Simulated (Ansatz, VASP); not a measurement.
# One calculation of CuI (Marshite), two programs

The input INCAR:

```
SYSTEM = CuI
PREC     = Accurate       ! precision mode
ENCUT    = 520            ! plane-wave cutoff, eV
EDIFF    = 1E-6           ! SCF threshold, eV
ISMEAR   = 0              ! smearing method
SIGMA    = 0.1            ! smearing width, eV
LREAL    = .FALSE.        ! projectors in reciprocal space
LASPH    = .TRUE.         ! aspherical terms in the spheres
NELM     = 150            ! most SCF steps
ALGO     = Normal         ! electronic algorithm
ISIF     = 2              ! what is computed and relaxed
LWAVE    = .FALSE.        ! write WAVECAR
LCHARG   = .FALSE.        ! write CHGCAR
ISPIN    = 2              ! spin polarisation
MAGMOM   = 1 0            ! initial moments
LORBIT   = 11             ! projections on sites
LMAXMIX  = 4              ! l up to which the mixer works
GGA      = PE             ! functional
NBANDS   = 20             ! bands
```

Contents of KPOINTS:

```
Automatic mesh
0
G
  6 6 6
  0 0 0
```

The input POSCAR:

```
CuI
1.0
    0.0000000000      3.0315000000      3.0315000000
    3.0315000000      0.0000000000      3.0315000000
    3.0315000000      3.0315000000      0.0000000000
Cu I
1 1
Direct
    0.2500000000      0.2500000000      0.2500000000
    0.0000000000      0.0000000000      0.0000000000
```

Input for Ansatz:

```yaml
crystal:
  lattice:
    - [0.0, 3.0315, 3.0315]
    - [3.0315, 0.0, 3.0315]
    - [3.0315, 3.0315, 0.0]
  atoms:
    - { symbol: Cu, position: [0.25, 0.25, 0.25], spin: 1.0 }
    - { symbol: I, position: [0.0, 0.0, 0.0] }
basis:
  ecutwfc: 420
kpoints:
  mp_grid: { grid: [6, 6, 6] }
hamiltonian:
  xc: pbe
scf:
  occupations: { method: gaussian, width: 0.1 }
  lower_state_search: "off"
output:
  forces: true
  stress: true
  eigenvalues: true
  populations: true
magnetization:
  spin_polarized: true
```

Alike in both runs: task single point; functional PBE; k mesh 6 × 6 × 6; occupations gaussian, width 0.1 eV; collinear spin.

|  | VASP | Ansatz |
| --- | --- | --- |
| version | VASP 6.6.1 | Ansatz 0.2.0 |
| potentials or method | VASP PAW PBE potentials, release 64 (Cu, I) | scalar-relativistic, plane waves, PAW |
| plane-wave cutoff (eV) | 520 | 420 |
| valence electrons in the cell | 18 | 36 |

Ansatz gave:

```
gap on the k mesh at the Fermi level (eV) : 1.12
least direct gap on the mesh (eV)         : 1.12
pressure (GPa)                            : 0.3
net moment per atom (μB)                  : 0.00
```

Problem. Estimate VASP's values.

Solution. gap on the k mesh at the Fermi level (eV): 1.14; least direct gap on the mesh (eV): 1.14; pressure (GPa): 0.4; net moment per atom (μB): 0.00.

The two sets of potentials don't hold the same shells in valence. Ansatz warned: «seeded_moment_not_kept».

Caveats: spin-orbit coupling is left out, which moves the levels of the heavy elements. A hybrid or GW would open this gap; PBE tends to underestimate it.
